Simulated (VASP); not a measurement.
I: RPA correlation energy with PBE

I:

```
CELL_PARAMETERS angstrom
-2.11687 2.11687 2.11687
2.11687 -2.11687 2.11687
2.11687 2.11687 -2.11687
ATOMIC_POSITIONS crystal
I 0.00000 0.00000 0.00000
```

The real solid is made of molecules; this cell is a model form.

The cell isn't the ideal one: volume scaled by 1.04.

```
Program                         : VASP 6.6.1
Task                            : RPA correlation energy
Functional                      : PBE
Potentials or basis             : VASP PAW PBE potentials, release 64 (I_GW)
Cutoff                          : 350 eV
k mesh                          : 4 × 4 × 4
Occupations                     : gaussian, width 0.05 eV
Spin                            : no spin polarisation
Cutoff of the response function : 200
Frequency points                : 8
Further INCAR settings          : ALGO = ACFDT; EDIFF = 1e-08; NBANDS = 586
```

```
Band gap on the k mesh, mean-field level : none (metal or under the smearing width)
RPA correlation energy                   : -10.996 eV/atom
RPA total energy per cell                : -13.426 eV
RPA correlation energy per cell          : -10.996 eV
```

Levels at points of the mesh, in eV from the Fermi level:
| k point | band 2 | band 3 | band 4 | band 5 | band 6 | band 7 |
| --- | --- | --- | --- | --- | --- | --- |
| (0.00, 0.00, 0.00) | 0.70 | 0.70 | 0.70 | 6.60 | 9.89 | 9.89 |
| (0.50, 0.00, 0.00) | -4.06 | -0.76 | 0.43 | 5.84 | 7.34 | 12.76 |
| (0.50, 0.50, 0.50) | -2.39 | -2.39 | -2.39 | 4.76 | 4.76 | 15.78 |

Wall time 2.4 min on 1 thread of AMD EPYC 9R45 96-Core Processor (Zen 5) (shared host), peak memory 0.48 GiB.

Caveat: the k mesh is coarse (spacing up to 0.52 Å⁻¹), so the values aren't converged; the ground state has no gap, which makes the many-body step unreliable; an odd number of electrons without spin polarisation forces a metal; a magnetic or distorted state may lie lower. The run has no spin-orbit coupling, so splittings on I are missing.
